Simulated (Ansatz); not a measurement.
The system is SnO2.

```
CELL_PARAMETERS angstrom
-2.00007 2.00007 5.12368
2.00007 -2.00007 5.12368
2.00007 2.00007 -5.12368
ATOMIC_POSITIONS crystal
Sn 0.00000 0.00000 0.00000
Sn 0.75000 0.25000 0.50000
O 0.54652 0.04652 0.50000
O 0.20348 0.20348 0.00000
O 0.95348 0.45348 0.50000
O 0.79652 0.79652 0.00000
```

Measurements of this composition are mostly on another form, of space group No. 136.

Base run:

```yaml
Program: Ansatz 0.2.0
Functional: LDA
Potentials_or_basis: Ansatz PAW
Cutoff: "420 eV (not typed: the program's choice for these potentials)"
k_mesh: 9 × 9 × 9
Occupations: fermi-dirac, width 0.05 eV
Spin: no spin polarisation
```

Its results: band gap on the k mesh 1.49 eV, indirect (least direct gap 1.88 eV); pressure -3.9 GPa; largest force 0.192 eV/Å.

Question: The run is repeated on the same cell with these changes: functional from LDA to RPBE. What comes out?

Answer: Band gap on the k mesh 1.75 eV, indirect (least direct gap 2.13 eV); pressure 9.4 GPa; largest force 0.107 eV/Å.

RPBE binds less tightly than LDA, so the same cell stands under more pressure.

Caveats: spin-orbit coupling is left out, which moves the levels of the heavy elements; the PAW data sets come from PBE, with cores solved anew for the run's functional, which leaves a small shift of forces and pressure.
